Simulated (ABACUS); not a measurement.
An input for ABACUS 3.10.1 (CuI (Marshite)):

Contents of run_abacus.py:

```python
"""ABACUS run from a structure file: ASE reads it, the script writes STRU, KPT and INPUT."""
import re
import subprocess
from ase.io import read
from ase.units import Bohr

atoms = read("POSCAR")
atoms = atoms[(-atoms.numbers).argsort(kind="stable")]  # ABACUS lists atoms element by element
pseudo = {'I': 'I.pbe-n-kjpaw_psl.0.2.UPF', 'Cu': 'Cu.paw.z_11.ld1.psl.v1.0.0-low.upf'}
orbital = {}
magmoms = None
kmesh = [6, 6, 6]
params = {
    'suffix': 'CuI',
    'calculation': 'scf',
    'basis_type': 'pw',
    'pseudo_dir': './',
    'symmetry': 1,
    'dft_functional': 'GGA_X_AM05+GGA_C_AM05',
    'ecutwfc': 55,
    'pseudo_rcut': 10,
    'nspin': 1,
    'nbands': 19,
    'ks_solver': 'dav',
    'smearing_method': 'fd',
    'smearing_sigma': 0.00367493,
    'scf_thr': 1e-08,
    'scf_nmax': 100,
    'mixing_type': 'broyden',
    'mixing_beta': 0.7,
    'cal_force': 1,
    'cal_stress': 1,
    'ecutrho': 440,
    'out_chg': 1,
    'kpar': 4,
}

symbols = atoms.get_chemical_symbols()
elements = list(dict.fromkeys(symbols))
lines = ["ATOMIC_SPECIES"] + [f"{e} {atoms.get_masses()[symbols.index(e)]:.4f} {pseudo[e]}" for e in elements]
if orbital:
    lines += ["", "NUMERICAL_ORBITAL"] + [orbital[e] for e in elements]
lines += ["", "LATTICE_CONSTANT", f"{1 / Bohr:.10f}", "", "LATTICE_VECTORS"]
lines += [" ".join(f"{x:.10f}" for x in v) for v in atoms.cell]
lines += ["", "ATOMIC_POSITIONS", "Direct"]
for e in elements:
    lines += ["", e, "0.0", str(symbols.count(e))]
    for i, p in enumerate(atoms.get_scaled_positions(wrap=False)):
        if symbols[i] == e:
            mag = "" if magmoms is None else " mag " + " ".join(str(x) for x in (magmoms[i] if isinstance(magmoms[i], list) else [magmoms[i]]))
            lines.append(" ".join(f"{x:.10f}" for x in p) + " 1 1 1" + mag)
open("STRU", "w").write("\n".join(lines) + "\n")
open("KPT", "w").write("K_POINTS\n0\nGamma\n%d %d %d 0 0 0\n" % tuple(kmesh))
open("INPUT", "w").write("INPUT_PARAMETERS\n" + "".join(f"{k:<20s}{v}\n" for k, v in params.items()))

done = subprocess.run(['mpirun', '-np', '4', 'abacus'])
if done.returncode:
    raise SystemExit(done.returncode)
log = open("OUT.CuI/running_scf.log").read()
print("final energy (eV):", re.findall(r"FINAL_ETOT_IS (\S+)", log))
```

POSCAR

```
CuI
1.0
    0.0000000000      3.0315000000      3.0315000000
    3.0315000000      0.0000000000      3.0315000000
    3.0315000000      3.0315000000      0.0000000000
I Cu
1 1
Direct
    0.0000000000      0.0000000000      0.0000000000
    0.7500000000      0.7500000000      0.7500000000
```

Potentials or basis: SSSP 1.3 efficiency PBE, plane waves.

The run is started by

```console
$ OMP_NUM_THREADS=1 python run_abacus.py > log
```

Q: How does this run end?

A: The run stopped without a result. It printed:

running log:

```text
ABACUS v3.10.1

               Atomic-orbital Based Ab-initio Computation at UStc

 ------------------------------------------------------------------------------------

 READING GENERAL INFORMATION
                           global_out_dir = OUT.CuI/
                           global_in_card = INPUT
                               pseudo_dir = ./
[... 40 lines left out ...]
 The esolver type has been set to : ksdft_pw

 !!!!!!!!!!!!!!!!!!!!!!!!!!!!!!!!!!!!!!!!!!!!!!!!!!!!!!!!!
                         NOTICE
 !!!!!!!!!!!!!!!!!!!!!!!!!!!!!!!!!!!!!!!!!!!!!!!!!!!!!!!!!

 PAW POTENTIAL IS NOT SUPPORTED
 CHECK IN FILE : OUT.CuI/warning.log

 !!!!!!!!!!!!!!!!!!!!!!!!!!!!!!!!!!!!!!!!!!!!!!!!!!!!!!!!!
                         NOTICE
 !!!!!!!!!!!!!!!!!!!!!!!!!!!!!!!!!!!!!!!!!!!!!!!!!!!!!!!!!
 Check in file : OUT.CuI/warning.log
```

On the terminal:

```text
ABACUS v3.10.1

               Atomic-orbital Based Ab-initio Computation at UStc

 !!!!!!!!!!!!!!!!!!!!!!!!!!!!!!!!!!!!!!!!!!!!!!!!!!!!!!!!!
                         NOTICE
 !!!!!!!!!!!!!!!!!!!!!!!!!!!!!!!!!!!!!!!!!!!!!!!!!!!!!!!!!

 PAW POTENTIAL IS NOT SUPPORTED
 CHECK IN FILE : OUT.CuI/warning.log

 !!!!!!!!!!!!!!!!!!!!!!!!!!!!!!!!!!!!!!!!!!!!!!!!!!!!!!!!!
                         NOTICE
 !!!!!!!!!!!!!!!!!!!!!!!!!!!!!!!!!!!!!!!!!!!!!!!!!!!!!!!!!
```
